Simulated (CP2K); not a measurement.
Runs of CP2K 2026.2 on BN. It takes space group Fmm2 (No. 42, orthorhombic). Conventional cell: a = 2.503 Å, b = 6.991 Å, c = 4.332 Å, α = 90.00°, β = 90.00°, γ = 90.00°. Around N (site symmetry mm2) lie 3 B at 1.44 Å. B (site symmetry mm2) is surrounded by 3 N at 1.44 Å. Measurements of this composition are mostly on another form, of space group No. 194.

| level | potentials or basis | smearing | EPS_DEFAULT | NGRIDS | points a segment of the path (NPOINTS) | bands added on the path | CUTOFF of the grids | gap on the mesh (eV) | pressure (GPa) | largest force (eV/Å) |
| --- | --- | --- | --- | --- | --- | --- | --- | --- | --- | --- |
| PBE | POTENTIAL_UZH N GTH-PBE-q5, B GTH-PBE-q3; TZVP-MOLOPT-PBE-GTH basis | fermi-dirac 0.01 eV | 1.0E-10 | 4 | 10 | 6 | 450 Ry | 3.91 | 3.4 | 0.01 |
| TB-mBJ | POTENTIAL_UZH N GTH-PBE-q5, B GTH-PBE-q3; TZVP-MOLOPT-PBE-GTH basis | fermi-dirac 0.0259 eV | 1.0E-9 | 4 | 6 | 6 | 675 Ry | (c) | - | - |
| r2SCAN | POTENTIAL_UZH N GTH-SCAN-q5, B GTH-SCAN-q3; TZVP-MOLOPT-SCAN-GTH basis | fermi-dirac 0.0259 eV | 1.0E-9 | 5 | 10 | 2 | 675 Ry | 4.42 | (b) | 0.01 |
| LDA | GTH_POTENTIALS N GTH-PADE-q5, B GTH-PADE-q3; TZVP-MOLOPT-PBE-GTH basis | fermi-dirac 0.05 eV | 1.0E-10 | 4 | 10 | 4 | 450 Ry | 3.71 | -4.4 | 0.01 |
| PBEsol | POTENTIAL_UZH N GTH-PBE-q5, B GTH-PBE-q3; TZVP-MOLOPT-PBE-GTH basis | fermi-dirac 0.05 eV | 1.0E-10 | 4 | 6 | 6 | 450 Ry | 3.78 | 2.5 | (a) |

Alike in all rows: task band structure; no spin polarisation; cell as given; k mesh 13 × 13 × 13.

Question: Estimate the missing entries.

Answer: (a) 0.02; (b) -0.9; (c) 4.49.

Caveats: the mesh misses the band edges, which the band path finds closer together; the basis of atomic orbitals isn't converged, which shifts pressures, moduli and gaps; the potentials were made for another functional, which shifts forces and pressure (some runs); this is a model potential without an energy functional, so only levels have meaning (some runs).
